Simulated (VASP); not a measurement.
The system is ZnO (zincite).

```
Zn O
1.0
     3.24931    0.00000    0.00000
    -1.62465    2.81398    0.00000
     0.00000    0.00000    5.20571
Zn O
2 2
Cartesian
  0.0000 1.8760 2.6029
  1.6247 0.9380 0.0000
  1.6247 0.9380 1.9730
  0.0000 1.8760 4.5759
```

Base run:

```yaml
Program: VASP 6.6.1
Functional: PBE
Potentials_or_basis: VASP PAW PBE potentials, release 64 (Zn, O)
Cutoff: 520 eV
k_mesh: 8 × 8 × 5
Occupations: fermi-dirac, width 0.02 eV
Spin: no spin polarisation
```

Its results: band gap on the k mesh 0.79 eV, direct; pressure 6.0 GPa; largest force 0.074 eV/Å.

Problem. After a change of settings the same cell gave: band gap on the k mesh 2.50 eV, direct; pressure 1.7 GPa; largest force 0.083 eV/Å. Which change was it?
A. functional from PBE to HSE06; k mesh from 8 × 8 × 5 to 6 × 6 × 4
B. functional from PBE to r2SCAN
C. functional from PBE to LDA; potentials or basis from VASP PAW PBE potentials, release 64 (Zn, O) to VASP PAW LDA potentials, release 64 (Zn, O)
D. functional from PBE to PBEsol

Solution. A.

Caveats: the PAW data sets were made with another functional, which shifts forces and pressure a little (some runs).
